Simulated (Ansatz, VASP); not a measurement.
Given: the input of a run of VASP 6.6.1 on C. 

INCAR

```
SYSTEM = C
PREC     = Accurate       ! precision mode
ENCUT    = 520            ! plane-wave cutoff, eV
EDIFF    = 1E-6           ! SCF threshold, eV
ISMEAR   = 0              ! smearing method
SIGMA    = 0.03           ! smearing width, eV
LREAL    = .False.        ! projectors in reciprocal space
LASPH    = .True.         ! aspherical terms in the spheres
NELM     = 80             ! most SCF steps
ALGO     = Normal         ! electronic algorithm
ISIF     = 2              ! what is computed and relaxed
LWAVE    = .False.        ! write WAVECAR
LCHARG   = .False.        ! write CHGCAR
GGA      = PE             ! functional
```

KPOINTS

```
Automatic mesh
0
Gamma
  13 13 13
  0 0 0
```

File POSCAR:

```
C
1.0
    0.0000000000      1.7833700000      1.7833700000
    1.7833700000      0.0000000000      1.7833700000
    1.7833700000      1.7833700000      0.0000000000
C
2
Direct
    0.7500000000      0.7500000000      0.7500000000
    0.5000000000      0.5000000000      0.5000000000
```

Potentials or basis: VASP PAW PBE potentials, release 64 (C).

Command:

```sh
$ cat potpaw_PBE.64/C/POTCAR > POTCAR
$ mpirun -np 1 vasp_std > vasp.out
```

Set up the same calculation for Ansatz 0.2.0. Potentials or basis there: all-electron LAPW, scalar-relativistic.

As run (cutoffs and basis follow the program's own potentials, and thresholds, step limits or extra output files can differ):

File input.yaml:

```yaml
crystal:
  lattice:
    - [0.0, 1.78337, 1.78337]
    - [1.78337, 0.0, 1.78337]
    - [1.78337, 1.78337, 0.0]
  atoms:
    - { symbol: C, position: [0.75, 0.75, 0.75] }
    - { symbol: C, position: [0.5, 0.5, 0.5] }
kpoints:
  mp_grid: { grid: [13, 13, 13] }
scf:
  occupations: { method: gaussian, width: 0.03 }
hamiltonian:
  xc: pbe
  pseudopotentials: { kind: all_electron, lapw: { basis_error: 0.001 } }
output:
  forces: true
  stress: true
  eigenvalues: true
```

Potentials or basis: all-electron LAPW, scalar-relativistic.

Command:

```bash
$ ansatz run input.yaml --threads 1 --pin off --max-ram 3072MiB --backend cpu --events-out ev --progress --plain --runs-dir out
```

Both were run:

|  | VASP | Ansatz |
| --- | --- | --- |
| Pressure | 2.5 GPa | 1.8 GPa |

Where Ansatz's input types no cutoff or centring, it takes its own default and a Γ-centred mesh.

Pressure is positive in compression.
